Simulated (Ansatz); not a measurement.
Mg2Ge: excitons and shallow donors from band masses and screening

The calculation used Ansatz 0.2.0, DFT PBE, scalar-relativistic, plane waves, PAW.

Cutoff 420 eV; k points 10×10×10 on the computed 3-atom cell (Γ-centred); Gaussian smearing, width 0.01 eV; no spin polarisation.

Relaxed cell: Fm-3m, a = 6.422 Å, b = 6.422 Å, c = 6.422 Å, α = 90.00°, β = 90.00°, γ = 90.00°, 3 atoms in the primitive cell.

The calculation gives a Kohn–Sham gap of 0.17 eV, an electron mass of 0.241 mₑ and a hole mass of 0.152 mₑ (harmonic means over x, y, z and over the bands degenerate at each edge), and ε∞ = 18.15 (independent particles, mean of the diagonal).

Question: Estimate the binding energy and radius of a Wannier–Mott exciton and of a shallow donor, and say whether the hydrogenic model can hold.

Answer: The reduced mass is μ = mₙmₕ/(mₙ + mₕ) = 0.0932 mₑ, with mₙ and mₕ the band masses. With E_b = 13.606 eV × μ/ε² and a = 0.529 Å × ε/μ (μ in mₑ) the exciton has E_b = 3.8 meV and a = 103 Å. For a donor μ is the electron mass: 9.9 meV and 40 Å. The exciton's radius is 23 times the shortest lattice vector (4.54 Å), so the continuum picture is reasonable. In a polar crystal the ions screen too, so a state bound more weakly than an optical phonon feels the larger static constant, which lowers the energy and widens the orbit. The other way, the small Kohn–Sham gap and the missing local fields make ε∞ too large and the masses tend to be too light, which underbinds. The edges lie at different points of the zone, so the exciton is indirect.

Cost: 4 runs of about 1.6 core-minutes in all, on Arm Neoverse V1 (shared hosts).